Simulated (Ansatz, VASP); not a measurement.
**Two plane-wave programs on C**

File POSCAR:

```
C
1.0
    0.0000000000      2.0926875483      3.4586900833
    1.2081900843      0.0000000000      3.4586900833
    1.2081900843      2.0926875483      0.0000000000
C
2
Direct
    0.1666700000      0.8333300000      0.1666700000
    0.8333300000      0.1666700000      0.8333300000
```

File INCAR.step1:

```
PREC = Accurate
ENCUT = 520
ISMEAR = 0
SIGMA = 0.05
LREAL = F
LASPH = T
NELM = 100
NBANDS = 11
GGA = PE
ALGO = Normal
EDIFF = 1E-4
LWAVE = T
LCHARG = F
```

File INCAR.step2:

```
PREC = Accurate
ENCUT = 520
EDIFF = 1E-6
ISMEAR = 0
SIGMA = 0.05
LREAL = F
LASPH = T
NELM = 100
ALGO = Normal
ISIF = 2
LWAVE = F
LCHARG = T
METAGGA = R2SCAN
LMIXTAU = T
LELF = T
LVHAR = T
NBANDS = 11
ISTART = 1
```

Contents of KPOINTS:

```
regular mesh
0
Gamma
  14 14 14
```

Input for Ansatz:

```yaml
crystal:
  lattice:
    - [0.0, 2.0926875483, 3.4586900833]
    - [1.2081900843, 0.0, 3.4586900833]
    - [1.2081900843, 2.0926875483, 0.0]
  atoms:
    - { symbol: C, position: [0.16667, 0.83333, 0.16667] }
    - { symbol: C, position: [0.83333, 0.16667, 0.83333] }
basis:
  ecutwfc: 500
kpoints:
  mp_grid: { grid: [14, 14, 14] }
hamiltonian:
  xc: r2scan
scf:
  occupations: { method: gaussian, width: 0.05 }
output:
  forces: true
  stress: true
  eigenvalues: true
```

Alike in both runs: task single point; functional r2SCAN; k mesh 14 × 14 × 14; occupations gaussian, width 0.05 eV; no spin polarisation.

|  | VASP | Ansatz |
| --- | --- | --- |
| version | VASP 6.6.1 | Ansatz 0.2.0 |
| potentials or method | VASP PAW PBE potentials, release 64 (C) | scalar-relativistic, plane waves, PAW |
| plane-wave cutoff (eV) | 520 | 500 |
| valence electrons in the cell | 8 | 8 |

VASP gave:

```
gap on the k mesh at the Fermi level (eV)       : 0.59
least direct gap on the mesh (eV)               : 0.70
pressure (GPa)                                  : 15.3
largest component of the traceless stress (GPa) : 14.72
rms of the force components (eV/Å)              : 0.012
```

Question: Estimate Ansatz's values.

Answer: gap on the k mesh at the Fermi level (eV): 0.59; least direct gap on the mesh (eV): 0.70; pressure (GPa): 14.6; largest component of the traceless stress (GPa): 13.92; rms of the force components (eV/Å): 0.012.

Atom by atom the forces differ by 0.000 eV/Å (rms over components).

Caveats: so large a pressure means that the cell lies far from this level's equilibrium, or that cutoff or potentials fall short (VASP); the potentials were made for another functional, which shifts forces and pressure (VASP).
